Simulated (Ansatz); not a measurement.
Crystal: C.

```xyz
2
Lattice="0.0000 1.7834 1.7834 1.7834 0.0000 1.7834 1.7834 1.7834 0.0000" Properties=species:S:1:pos:R:3 pbc="T T T"
C     2.6751    2.6751    2.6751
C     1.7834    1.7834    1.7834
```

This isn't the form of C at room conditions, which is graphite.

* Program: Ansatz 0.2.0
* Task: relaxation of cell and atoms
* Functional: RPBE
* Potentials or basis: Ansatz PAW
* Cutoff: 420 eV (not typed: the program's choice for these potentials)
* k mesh: 13 × 13 × 13
* Occupations: fermi-dirac, width 0.05 eV
* Spin: no spin polarisation

At the start: volume 5.67 Å³/atom.

Problem. Where does the relaxation end?

Solution. It ends after 7 steps and the volume is 5.78 Å³/atom (+1.9 %); space group Fd-3m (No. 227, to 0.05 Å).

The path:
```csv
step,energy change (eV),largest force (eV/Å),volume (Å³)
1,0.0000,0.0000,11.34
2,-0.0036,0.0000,11.47
3,-0.0039,0.0000,11.55
4,-0.0039,0.0000,11.55
5,-0.0052,0.0000,11.55
6,-0.0052,0.0000,11.55
7,-0.0052,0.0000,11.55
```

Final structure:
```yaml
crystal:
  lattice:
    - [0.00000, 1.79430, 1.79430]
    - [1.79430, 0.00000, 1.79430]
    - [1.79430, 1.79430, 0.00000]
  atoms:
    - { symbol: C, position: [0.75000, 0.75000, 0.75000] }
    - { symbol: C, position: [0.50000, 0.50000, 0.50000] }
```

The cell as given is a measured one (5.67 Å³/atom); RPBE puts the equilibrium volume +1.9 % from it, thermal expansion not counted.

Caveat: the plane-wave basis is chosen anew once the cell has moved, so the energies of steps on either side of that aren't comparable; the pressure holds a Pulay correction of +0.9 GPa for the finite cutoff; the PAW data sets come from PBE, with cores solved anew for the run's functional, which leaves a small shift of forces and pressure.
